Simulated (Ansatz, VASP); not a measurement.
# One calculation of KCl, two programs

File INCAR:

```
ALGO     = Normal         # electronic algorithm
EDIFF    = 1E-6           # SCF threshold, eV
ENCUT    = 520            # plane-wave cutoff, eV
GGA      = PE             # functional
ISIF     = 2              # what is computed and relaxed
ISMEAR   = -1             # smearing method
LASPH    = T              # aspherical terms in the spheres
LCHARG   = F              # write CHGCAR
LREAL    = F              # projectors in reciprocal space
LWAVE    = F              # write WAVECAR
NBANDS   = 15             # bands
NELM     = 60             # most SCF steps
PREC     = Accurate       # precision mode
SIGMA    = 0.03           # smearing width, eV
```

Contents of KPOINTS:

```
k-points
0
Gamma
  7 7 7
```

File POSCAR:

```
KCl
1.0
    0.0000000000      3.1976323944      3.1976323944
    3.1976323944      0.0000000000      3.1976323944
    3.1976323944      3.1976323944      0.0000000000
K Cl
1 1
Direct
    0.0000000000      0.0000000000      0.0000000000
    0.5000000000      0.5000000000      0.5000000000
```

Input for Ansatz:

```yaml
crystal:
  lattice:
    - [0.0, 3.1976323944, 3.1976323944]
    - [3.1976323944, 0.0, 3.1976323944]
    - [3.1976323944, 3.1976323944, 0.0]
  atoms:
    - { symbol: K, position: [0.0, 0.0, 0.0] }
    - { symbol: Cl, position: [0.5, 0.5, 0.5] }
kpoints:
  mp_grid: { grid: [7, 7, 7] }
  band_path:
    path:
      - [0.0, 0.0, 0.0]
      - [0.5, 0.0, 0.5]
      - [0.625, 0.25, 0.625]
      - [0.375, 0.375, 0.75]
      - [0.0, 0.0, 0.0]
      - [0.5, 0.5, 0.5]
      - [0.5, 0.25, 0.75]
      - [0.5, 0.0, 0.5]
    npoints: 5
scf:
  occupations: { method: fermi_dirac, width: 0.03 }
hamiltonian:
  xc: pbe
  pseudopotentials: { kind: all_electron, lapw: { basis_error: 0.001 } }
output:
  forces: true
  stress: true
  eigenvalues: true
```

Change from the starting cell: volume scaled by 1.04.

Alike in both runs: task single point; functional PBE; k mesh 7 × 7 × 7; occupations fermi-dirac, width 0.03 eV; no spin polarisation.

|  | VASP | Ansatz |
| --- | --- | --- |
| version | VASP 6.6.1 | Ansatz 0.2.0 |
| potentials or method | VASP PAW PBE potentials, release 64 (K_sv, Cl) | all-electron LAPW, scalar-relativistic |
| plane-wave cutoff (eV) | 520 | see its input |

VASP gave:

| Property | Result |
| --- | --- |
| gap on the k mesh at the Fermi level (eV) | 5.02 |
| pressure (GPa) | -0.1 |

Q: What did Ansatz give for the same quantities?

A: gap on the k mesh at the Fermi level (eV): 5.03; pressure (GPa): -0.1.

Ansatz ran all-electron here, so the differences hold the error of VASP's frozen core and of both bases.

Caveats: an odd mesh through Γ misses points on the zone boundary, where band edges often lie.
